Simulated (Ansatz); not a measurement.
Relaxing Ir

Method: DFT r2SCAN, scalar-relativistic, plane waves, PAW in Ansatz 0.2.0. Settings: 500 eV cutoff, 20×20×14 k-mesh, Gaussian smearing of 0.10 eV, no spin polarisation.

What was changed: uniaxial strain along a, with b, c and atoms relaxed: -3.0 %.

Spin–orbit coupling is left out, which can shift energies with elements as heavy as these.

Command:

```bash
ansatz run input.yaml --threads 1 --pin off --max-ram 2560MiB --backend cpu --events-out ev --progress --plain --runs-dir out
```

Input:

```yaml
crystal:
  lattice:
    - [1.8644261155, 1.8644261155, 0.0]
    - [-1.9365044447, 1.9365044447, 0.0]
    - [0.0, 0.0, 3.8730088894]
  atoms:
    - { symbol: Ir, position: [0.0, 0.0, 0.0] }
    - { symbol: Ir, position: [0.5, 0.5, 0.5] }
basis:
  ecutwfc: 500
kpoints:
  mp_grid: { grid: [20, 20, 14] }
hamiltonian:
  xc: r2scan
scf:
  occupations: { method: gaussian, width: 0.1 }
output:
  forces: true
  stress: true
  eigenvalues: true
relax:
  adjacent_minimum: "off"
  f_tol: 0.008
  max_steps: 40
  cell: { stress_tol: 0.015, fix: [a, angles] }
```

F is the free energy. Steps run on the plane waves of an earlier cell, but the last one, and at times one on the way, on a freshly chosen basis, so a repeated geometry can differ a little in energy. The held parts of the cell keep their stress, so P needn't end at zero.

Steps:

```
step F − F(1) (eV) largest force component (eV/Å) V (Å³/atom) P (GPa)
   1         0.0000                           0.000       13.983     6.84
   2         0.0014                           0.000       13.930     8.25
   3        -0.0012                           0.000       13.967     7.24
   4        -0.0012                           0.000       13.966     7.28
   5        -0.0012                           0.000       13.966     7.27
```

Relaxed structure:

```xyz
2
Lattice="1.8644 1.8644 0.0000 -1.9277 1.9277 0.0000 0.0000 0.0000 3.8857" Properties=species:S:1:pos:R:3 pbc="T T T"
Ir    0.0000    0.0000    0.0000
Ir   -0.0317    1.8961    1.9429
```

The structure is orthorhombic, space group Immm (No. 71). Conventional cell: a = 2.637 Å, b = 2.726 Å, c = 3.886 Å, α = 90.00°, β = 90.00°, γ = 90.00°. Around Ir (site symmetry mmm) lie 12 Ir at 2.64 to 2.73 Å.

The run converged. It took 3 min on 1 thread of Intel(R) Xeon(R) Platinum 8488C (Sapphire Rapids) (shared host), peak memory 0.93 GiB.